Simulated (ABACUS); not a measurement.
## BAs: equation of state with PBE

**What was measured.**

From “Basic Physical Properties of Cubic Boron Arsenide”, 2019, arxiv:1911.11281, for a bulk crystal of BAs: bulk modulus 148 GPa.

BAs:

```
As B
1.0
     0.00000    2.38850    2.38850
     2.38850    0.00000    2.38850
     2.38850    2.38850    0.00000
As B
1 1
Direct
  0.75000 0.75000 0.75000
  0.00000 0.00000 0.00000
```

* Program: ABACUS 3.10.1
* Task: equation of state
* Functional: PBE
* Potentials or basis: PseudoDojo NC SR 0.4.1 PBE standard
* Cutoff: 1361 eV
* Density cutoff: 5442 eV
* Basis: DZP LCAO (the cutoffs set its grid)
* k mesh: 10 × 10 × 10
* Occupations: fermi-dirac, width 0.05 eV
* Spin: no spin polarisation

| Property | Result |
| --- | --- |
| Equilibrium volume | 14.18 Å³/atom |
| Bulk modulus | 130 GPa |
| Pressure derivative of the bulk modulus | 3.9 |

Energy against volume, from the lowest point:
| volume (Å³/atom) | energy (meV/atom) |
| --- | --- |
| 12.809 | 63.08 |
| 13.081 | 39.01 |
| 13.354 | 21.31 |
| 13.626 | 9.13 |
| 13.899 | 2.16 |
| 14.171 | 0.00 |
| 14.444 | 1.94 |

All runs of the series together: 26 s on 4 threads of INTEL(R) XEON(R) PLATINUM 8581C CPU @ 2.10GHz (Emerald Rapids) (shared host).

Against the measured bulk modulus of BAs, 148 GPa (quoted in “Basic Physical Properties of Cubic Boron Arsenide”, 2019, arxiv:1911.11281), the calculated 130 GPa is off by -12.1 %. The fit is for a static lattice scaled at fixed shape and fixed fractional positions.

Caveat: the atomic orbitals were generated for these runs and aren't a published set; the basis of atomic orbitals isn't converged, which shifts pressures, moduli and gaps. PBE usually gives volumes a little too large and moduli too small.
